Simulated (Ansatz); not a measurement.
# LiH (zincblende type): how the settings move a single-point run

Question: which choices in the input matter for LiH (zincblende type)?

Computed with Ansatz 0.2.0 (reference: DFT, PBE, PAW with Ansatz's default frozen-core files, scalar-relativistic, unless a step's input says otherwise).

### 1 The structure to begin with

It takes space group F-43m (No. 216, cubic). The conventional cell has a = 4.318 Å, b = 4.318 Å, c = 4.318 Å, α = 90.00°, β = 90.00°, γ = 90.00°. Around Li (site symmetry -43m) lie 4 H at 1.87 Å. H (site symmetry -43m) is surrounded by 4 Li at 1.87 Å.

Coordinates:

```
Li H
1.0
     0.00000    2.15906    2.15906
     2.15906    0.00000    2.15906
     2.15906    2.15906    0.00000
Li H
1 1
Cartesian
  0.0000 0.0000 0.0000
  1.0795 1.0795 1.0795
```

### 2 Baseline

input.yaml

```yaml
crystal:
  lattice:
    - [0.0, 2.1590569286, 2.1590569286]
    - [2.1590569286, 0.0, 2.1590569286]
    - [2.1590569286, 2.1590569286, 0.0]
  atoms:
    - { symbol: Li, position: [0.0, 0.0, 0.0] }
    - { symbol: H, position: [0.25, 0.25, 0.25] }
kpoints:
  mp_grid: { grid: [13, 13, 13] }
scf:
  occupations: { method: fermi_dirac, width: 0.05 }
hamiltonian:
  xc: pbe
  pseudopotentials: { kind: paw }
output:
  forces: true
  stress: true
  eigenvalues: true
  efg: { contact_densities: true }
```

The run is started by

```console
$ ansatz run input.yaml --threads 1 --pin off --max-ram 2048MiB --backend cpu --events-out ev --progress --plain --runs-dir out
```

### 3 Changing settings: occupations.method cold, occupations.width 0.005, xc lda, xc_grid 3

input.yaml, as its differences from that of step 2:

```diff
@@ -11,5 +11,5 @@
 scf:
-  occupations: { method: fermi_dirac, width: 0.05 }
+  occupations: { method: cold, width: 0.005 }
 hamiltonian:
-  xc: pbe
+  xc: lda
   pseudopotentials: { kind: paw }
@@ -20 +20,3 @@
   efg: { contact_densities: true }
+basis:
+  xc_grid: 3
```

Before running it: what results should come out? Wanted: for each run, ending; energy change; pressure; gap; force.

The runs gave:

```csv
run,ending,energy change,pressure (GPa),gap (eV),force (eV/Å),cycles,time
reference,converged,-,-0.6,4.30,0.00,6,1 s
"1: occupations.method cold, occupations.width 0.005, xc lda, xc_grid 3",converged,not comparable,-2.5,4.03,0.00,5,0.96 s
```

Residual by cycle in the longest SCF loop of each run; runs are numbered as in the table. The quantity is the density residual dr2, in eV.

```csv
cycle,reference,run 1
1,6.9e-4,0.0255
2,7.2e-5,0.00216
3,1.1e-6,2.8e-6
4,1.1e-8,9.1e-8
5,1.9e-10,3.7e-10
6,3.0e-13,-
```

**Reading.** After a change of functional the difference of the totals has no physical meaning; the pressure goes from -0.6 to -2.5 GPa and the gap on the mesh goes from 4.30 to 4.03 eV. The smearing and numerical grids changed too.

These are semilocal Kohn-Sham gaps, which aren't the measured quantity. Such gaps usually fall short of the measured ones.
